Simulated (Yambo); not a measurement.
TePb in Yambo: convergence with bands in self energy

Crystal: TePb.

```
CELL_PARAMETERS angstrom
0.00000 3.23100 3.23100
3.23100 0.00000 3.23100
3.23100 3.23100 0.00000
ATOMIC_POSITIONS crystal
Pb 0.00000 0.00000 0.00000
Te 0.50000 0.50000 0.50000
```

* Program: Yambo 5.3.0
* Task: G0W0 quasiparticle levels
* Functional: LDA
* Potentials or basis: PseudoDojo 0.4.1 SR LDA stringent
* Cutoff: 1170 eV
* Density cutoff: 4680 eV
* k mesh: 4 × 4 × 4
* Occupations: fixed
* Spin: no spin polarisation
* k mesh of the self-consistent run: 8 × 8 × 8
* Form of the LDA: PW92
* Random integration of the Coulomb term: yes
* Direction of the field or of q to 0: x + y + z
* Broadening: 0.1 eV
* States corrected: Γ and the k points of the band edges
* Frequency dependence of W: plasmon pole
* Terminator of the band sum in the self-energy: none
* Quasiparticle equation: linearised (Newton)
* Imaginary frequency of the plasmon-pole fit: 27.2114 eV
* Bands in the response: 143
* Bands in the self-energy: 43
* Cutoff of the response matrix: 15 Ry
* Cutoff of exchange and Vxc: 86 Ry
* Bands corrected (first, last): [22, 24]

These are the settings of the first run; the series varies bands in self energy, with any setting tied to it.

```tsv
bands in self energy	quasiparticle gap at the points computed (eV)
43	0.684
63	0.804
143	0.891
```

Not settled before the last step: the quasiparticle gap at the points computed (to 0.05 eV). The tightest run that finished is the yardstick and may itself not be fully converged.

Caveat, for the tightest run too: the k mesh is coarse (spacing up to 0.42 Å⁻¹), so the values aren't converged; this version prints the column dSc/dw multiplied by 27.2; spin-orbit coupling is left out, which as a rule narrows the gap of such compounds by several tenths of an eV.
